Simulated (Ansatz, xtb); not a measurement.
# C4H10O: 6 structures ranked

6 gas-phase structures of C4H10O, from a drawn sample of its isomers (lower ones may exist). Each was relaxed with GFN2-xTB; where two conformers were screened, the lower at r2SCAN-D4/def2-SVP is listed:

A. `CC[C@H](C)O`, a singlet
B. `CC(C)CO`, a singlet
C. `COC(C)C`, a singlet
D. `CC(C)(C)O`, a singlet
E. `CCCOC`, a singlet
F. `CCCCO`, a singlet

**Question.** Make a reasoned guess at their ranking by r2SCAN-D4/def2-SVP single-point energy.

**Answer.** Calculated order at r2SCAN-D4/def2-SVP: D (0.0), A (4.2), B (5.8), F (7.4), C (11.9), E (14.6) kcal/mol.

Energies above the lowest of each column, in kcal/mol; the last columns are at B3LYP-D3(BJ)/def2-SVP geometries:

```
structure  GFN2-xTB  HF/STO-3G  r2SCAN-D4/def2-SVP  B3LYP-D3(BJ)/def2-SVP  CCSD(T)/def2-SVP + ΔMP2/def2-TZVPP
        D       0.0        0.0                 0.0                    0.0                                 0.0
        A       2.8        2.4                 4.2                    3.2                                 4.6
        B       4.2        3.7                 5.8                    4.8                                 6.0
        F       5.5        3.8                 7.4                    6.1                                 7.8
        C       6.2        0.4                11.9                   10.3                                13.9
        E       8.1        0.9                14.6                   12.7                                16.6
```

Every level run on D puts it lowest or level with the lowest. Some further structures that were screened fall inside this span and aren't listed. Flexible structures stand in one conformer each, not always the lowest. ΔMP2 is the change of the MP2 energy from the smaller to the larger basis.

Over these structures GFN2-xTB departs from r2SCAN-D4/def2-SVP by 2.1 kcal/mol on average once a common shift is removed. A GFN2-xTB relaxation took about 0.052 s and the r2SCAN-D4/def2-SVP energy about 1.1 s on a shared host (Ansatz 0.2.0, xtb 6.7.1).
